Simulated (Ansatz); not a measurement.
## Formation energy of SrO in the WC-type structure

Level of theory: DFT, PBEsol, scalar-relativistic, no spin polarisation; plane waves to 420 eV with PAW datasets (Ansatz 0.2.0), Γ-centred 10×10×10 mesh, 0.05 eV Gaussian smearing. The datasets are Ansatz's generated set soft_2.

The start was a prototype's sites filled with these elements. The Crystallography Open Database lists the compound in space group Fm-3m (rock salt), so this is a trial structure.

Symmetry: P-6m2, No. 187, hexagonal system. The conventional cell has a = 3.478 Å, b = 3.478 Å, c = 3.158 Å, α = 90.00°, β = 90.00°, γ = 120.00°. Sr (site symmetry -6m2) has 6 O at 2.55 Å as nearest neighbours. O (site symmetry -6m2) is surrounded by 6 Sr at 2.55 Å. (Shells end 15 % past the nearest neighbour.)

The elements were computed in their standard states (gases as isolated molecules) with the same datasets, cutoff and functional. Absolute energies hang on the potentials; compare differences alone.

Energy of the relaxed cell (2 atoms, smearing extrapolated to zero): -4055.723 eV. Elements, in eV/atom: Sr -3492.213, O -558.283.

Q: What is the formation energy?

A: [-4055.723 − (1 × -3492.213 + 1 × -558.283)] / 2 = -2.61 eV/atom, or -252 kJ per mole of atoms.

The value is for 0 K, without zero-point energy and without any correction for the binding of gas molecules. Uncorrected semilocal values for oxides, chalcogenides and halides often miss by tenths of an eV an atom. A negative value shows stability against the elements alone, not against other compounds or structures.

Formal charges Sr²⁺, O²⁻ balance and leave closed shells on every ion, so a band insulator is expected, and the gap is 2.81 eV.

Kohn–Sham gaps of semilocal functionals lie under measured ones, often by a third or more.
